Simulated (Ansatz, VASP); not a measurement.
**HgTe in VASP and in Ansatz**

Contents of INCAR:

```
  PREC = Accurate
  ENCUT = 520
  EDIFF = 1E-6
  ISMEAR = 1
  SIGMA = 0.01
  LREAL = False
  LASPH = True
  NELM = 80
  ALGO = Normal
  ISIF = 2
  LWAVE = False
  LCHARG = False
  NBANDS = 16
```

KPOINTS

```
regular mesh
0
Gamma
  8 8 8
```

The input POSCAR:

```
HgTe
1.0
   -3.0456030000      3.0456030000      1.5594100000
    3.0456030000     -3.0456030000      1.5594100000
    3.0456030000      3.0456030000     -1.5594100000
Hg Te
1 1
Direct
    0.2500000000      0.7500000000      0.5000000000
    0.0000000000      0.0000000000      0.0000000000
```

Input for Ansatz:

```yaml
crystal:
  lattice:
    - [-3.045603, 3.045603, 1.55941]
    - [3.045603, -3.045603, 1.55941]
    - [3.045603, 3.045603, -1.55941]
  atoms:
    - { symbol: Hg, position: [0.25, 0.75, 0.5] }
    - { symbol: Te, position: [0.0, 0.0, 0.0] }
kpoints:
  mp_grid:
    grid: [8, 8, 8]
hamiltonian:
  xc: lda
scf:
  occupations:
    method: cold
    width: 0.01
output:
  stress: true
```

Measurements of this composition are mostly on another form, of space group No. 216.

Alike in both runs: task single point; functional LDA; k mesh 8 × 8 × 8; no spin polarisation.

```csv
,VASP,Ansatz
version,VASP 6.6.1,Ansatz 0.2.0
potentials or method,"VASP PAW LDA potentials, release 64 (Hg, Te)","plane waves, PAW"
plane-wave cutoff (eV),520,420
occupations,"methfessel-paxton of order 1, width 0.01 eV","cold, width 0.01 eV"
valence electrons in the cell,18,36
```

|  | VASP | Ansatz | Ansatz less VASP |
| --- | --- | --- | --- |
| pressure (GPa) | -5.1 | -5.3 | -0.18 |
| largest component of the traceless stress (GPa) | 0.58 | 0.55 | -0.027 |

The two sets of potentials don't hold the same shells in valence.

The runs have no spin-orbit coupling, so splittings on Hg, Te are missing.
